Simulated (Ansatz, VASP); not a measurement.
## SrO: VASP beside Ansatz

Contents of INCAR:

```
PREC = Accurate
ENCUT = 520
EDIFF = 1E-6
ISMEAR = 0
SIGMA = 0.05
LREAL = False
LASPH = True
NELM = 80
ALGO = Fast
ISIF = 2
LWAVE = False
LCHARG = False
GGA = PS
NBANDS = 24
```

The input KPOINTS:

```
regular mesh
0
Gamma
  9 9 4
```

POSCAR

```
SrO
1.0
    3.4959669684      0.0000000000      0.0000000000
   -1.7479834842      3.0275962054      0.0000000000
    0.0000000000      0.0000000000      6.4228577122
Sr O
2 2
Direct
    0.3333333333      0.6666666667      0.2500000000
    0.6666666667      0.3333333333      0.7500000000
    0.0000000000      0.0000000000      0.0000000000
    0.0000000000      0.0000000000      0.5000000000
```

Input for Ansatz:

```yaml
crystal:
  lattice:
    - [3.4959669684, 0.0, 0.0]
    - [-1.7479834842, 3.0275962054, 0.0]
    - [0.0, 0.0, 6.4228577122]
  atoms:
    - { symbol: Sr, position: [0.3333333333, 0.6666666667, 0.25] }
    - { symbol: Sr, position: [0.6666666667, 0.3333333333, 0.75] }
    - { symbol: O, position: [0.0, 0.0, 0.0] }
    - { symbol: O, position: [0.0, 0.0, 0.5] }
basis:
  ecutwfc: 420
kpoints:
  mp_grid: { grid: [9, 9, 4] }
hamiltonian:
  xc: pbesol
scf:
  occupations: { method: gaussian, width: 0.05 }
output:
  forces: true
  stress: true
  eigenvalues: true
```

Alike in both runs: task single point; functional PBEsol; k mesh 9 × 9 × 4; occupations gaussian, width 0.05 eV; no spin polarisation.

```csv
,VASP,Ansatz
version,VASP 6.6.1,Ansatz 0.2.0
potentials or method,"VASP PAW PBE potentials, release 64 (Sr_sv, O)","scalar-relativistic, plane waves, PAW"
plane-wave cutoff (eV),520,420
valence electrons in the cell,32,32
```

|  | VASP | Ansatz | Ansatz less VASP |
| --- | --- | --- | --- |
| gap on the k mesh at the Fermi level (eV) | 3.07 | 3.08 | +0.010 |
| least direct gap on the mesh (eV) | 3.07 | 3.08 | +0.010 |
| pressure (GPa) | -2.3 | -2.9 | -0.58 |
| largest component of the traceless stress (GPa) | 6.57 | 6.57 | -0.003 |

Caveats: the PAW data sets were made with another functional, which shifts forces and pressure a little (VASP); an odd mesh through Γ misses points on the zone boundary, where band edges often lie.
